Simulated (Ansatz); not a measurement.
GeO₂ (rutile)

```yaml
crystal:
  lattice:
    - [4.41054, 0.00000, 0.00000]
    - [0.00000, 4.41054, 0.00000]
    - [0.00000, 0.00000, 2.87016]
  atoms:
    - { symbol: Ge, position: [0.00000, 0.00000, 0.00000] }
    - { symbol: Ge, position: [0.50000, 0.50000, 0.50000] }
    - { symbol: O, position: [0.30600, 0.30600, 0.00000] }
    - { symbol: O, position: [0.80600, 0.19400, 0.50000] }
    - { symbol: O, position: [0.19400, 0.80600, 0.50000] }
    - { symbol: O, position: [0.69400, 0.69400, 0.00000] }
```

This relaxed cell (volume V₀) is scaled evenly in all directions, its shape held. The atoms relax within the cell's symmetry.

These are r2SCAN (plane waves to 500 eV, PAW, scalar-relativistic; Ansatz, an electronic-structure program) values and carry that method's errors. k mesh 8×8×11 (Γ-centred), Fermi-Dirac smearing 0.05 eV. E stands for the smeared free energy. Compression counts positive. With the shape held, the modulus is that of even scaling; a crystal free to change shape is softer. GeO2 was relaxed with its symmetry unable to fall. ΔE is measured from the relaxed starting cell.

| V (Å³/atom) | ΔE (meV/atom) |
|---|---|
| 8.375 | 92.1 |
| 8.561 | 56.5 |
| 8.747 | 30.5 |
| 8.933 | 13.0 |
| 9.119 | 3.1 |
| 9.305 | 0.0 |
| 9.492 | 2.9 |
| 9.678 | withheld |
| 9.864 | 24.1 |
| 10.050 | 41.3 |
| 10.236 | 62.2 |

Fit a third-order Birch-Murnaghan form (E₀, V₀, B₀, B₀′ free) to the given rows and predict ΔE at V = 9.678.

Least squares on the 10 given rows: ΔE = E₀ + (9V₀B₀/16)·y²·[2 + (B₀′ − 4)y], y = (V₀/V)^(2/3) − 1, with V₀ = 9.305 Å³/atom, B₀ = 258.1 GPa (160.2 GPa = 1 eV/Å³; the term in eV is multiplied by 1000), B₀′ = 4.87, E₀ = 0.00 meV/atom; root-mean-square residual 0.06 meV/atom. At 9.678 the fit gives 11.2 meV/atom; the calculation gives 11.1 meV/atom, so the interpolation is off by 0.1 (+0.9 %). For the pressure the fit gives -9.2 GPa against the computed -9.2 GPa.

(A scan under strain: stresses follow from slopes of the energy per volume, elastic moduli from its curvatures.)
